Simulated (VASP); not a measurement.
Write the native input for VASP 6.6.1 that does the following.

* Task: single point
* Functional: PBE
* Potentials or basis: VASP PAW PBE potentials, release 64 (Al)
* Cutoff: 520 eV
* k mesh: 22 × 22 × 22
* Occupations: gaussian, width 0.15 eV
* Spin: no spin polarisation
* Dipole correction: no
* Further INCAR settings: ALGO = Normal; EDIFF = 1e-06; NBANDS = 8

The structure of Al lies in POSCAR:

```
Al
1.0
   -1.5110436376      1.5110436376      1.7546238720
    1.5110436376     -1.5110436376      1.7546238720
    1.5110436376      1.5110436376     -1.7546238720
Al
1
Direct
    0.0000000000      0.0000000000      0.0000000000
```

This isn't the form of Al at room conditions, which is fcc.

The cell isn't the ideal one: volume 16.025 Å^3 an atom, c/a of the conventional cell 1.1612.

The input as run:

INCAR

```
SYSTEM = Al
  ALGO = Normal
  EDIFF = 1E-6
  ENCUT = 520
  GGA = PE
  ISIF = 2
  ISMEAR = 0
  LASPH = .True.
  LCHARG = .False.
  LREAL = .False.
  LWAVE = .False.
  NBANDS = 8
  NELM = 100
  PREC = Accurate
  SIGMA = 0.15
```

KPOINTS

```
k-points
0
Gamma
  22 22 22
  0 0 0
```

Potentials or basis: VASP PAW PBE potentials, release 64 (Al).

Launch:

```bash
$ cat potpaw_PBE.64/Al/POTCAR > POTCAR
$ mpirun -np 1 vasp_std > vasp.out
```

Results of the run:

```yaml
Pressure: 3.8 GPa
Band_gap_on_the_k_mesh: none (metal or under the smearing width)
```

Run time: 36 s on 1 thread of AMD EPYC 9R45 96-Core Processor (Zen 5) (shared host), peak memory 0.18 GiB.
